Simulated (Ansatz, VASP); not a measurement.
## MoS2 in VASP and in Ansatz

INCAR

```
SYSTEM = MoS2
ALGO = Fast
EDIFF = 1E-6
ENCUT = 520
GGA = PE
ISIF = 2
ISMEAR = 0
IVDW = 12
LASPH = .True.
LCHARG = .False.
LREAL = .False.
LWAVE = .False.
NBANDS = 35
NELM = 100
PREC = Accurate
SIGMA = 0.02
```

The input KPOINTS:

```
k-points
0
Gamma
  12 12 4
  0 0 0
```

Contents of POSCAR:

```
MoS2
1.0
    3.1491697115      0.0000000000      0.0000000000
   -1.5745848558      2.7272609710      0.0000000000
    0.0000000000      0.0000000000     12.0898517008
Mo S
2 4
Direct
    0.3333333333      0.6666666667      0.2500000000
    0.6666666667      0.3333333333      0.7500000000
    0.3333333333      0.6666666667      0.6204901692
    0.6666666667      0.3333333333      0.1204901692
    0.3333333333      0.6666666667      0.8795098308
    0.6666666667      0.3333333333      0.3795098308
```

Input for Ansatz:

```yaml
crystal:
  lattice:
    - [3.1491697115, 0.0, 0.0]
    - [-1.5745848558, 2.727260971, 0.0]
    - [0.0, 0.0, 12.0898517008]
  atoms:
    - { symbol: Mo, position: [0.3333333333, 0.6666666667, 0.25] }
    - { symbol: Mo, position: [0.6666666667, 0.3333333333, 0.75] }
    - { symbol: S, position: [0.3333333333, 0.6666666667, 0.6204901692] }
    - { symbol: S, position: [0.6666666667, 0.3333333333, 0.1204901692] }
    - { symbol: S, position: [0.3333333333, 0.6666666667, 0.8795098308] }
    - { symbol: S, position: [0.6666666667, 0.3333333333, 0.3795098308] }
basis:
  ecutwfc: 420
kpoints:
  mp_grid: { grid: [12, 12, 4] }
hamiltonian:
  xc: pbe
  dispersion: d3bj
scf:
  occupations: { method: gaussian, width: 0.02 }
  n_extra_bands: 24
output:
  forces: false
  stress: false
  eigenvalues: true
  optics: { e_range: [0, 14], sigma: 0.1, nscf_kmesh: { grid: [18, 18, 6] } }
checkpoint:
  read: start.run
  write: ck
  compress: false
  write_wavefunctions: false
  write_every: 100000
```

Alike in both runs: task single point; functional PBE; dispersion D3(BJ); k mesh 12 × 12 × 4; occupations gaussian, width 0.02 eV; no spin polarisation.

|  | VASP | Ansatz |
| --- | --- | --- |
| version | VASP 6.6.1 | Ansatz 0.2.0 |
| potentials or method | VASP PAW PBE potentials, release 64 (Mo_sv, S) | scalar-relativistic, plane waves, PAW |
| plane-wave cutoff (eV) | 520 | 420 |
| valence electrons in the cell | 52 | 52 |

```csv
,VASP,Ansatz,Ansatz less VASP
gap on the k mesh at the Fermi level (eV),0.80,0.78,-0.016
least direct gap on the mesh (eV),1.70,1.70,-0.004
```

The functional is the same, so the differences come from potentials, cutoffs and numerics.

A k mesh can miss the band edges.
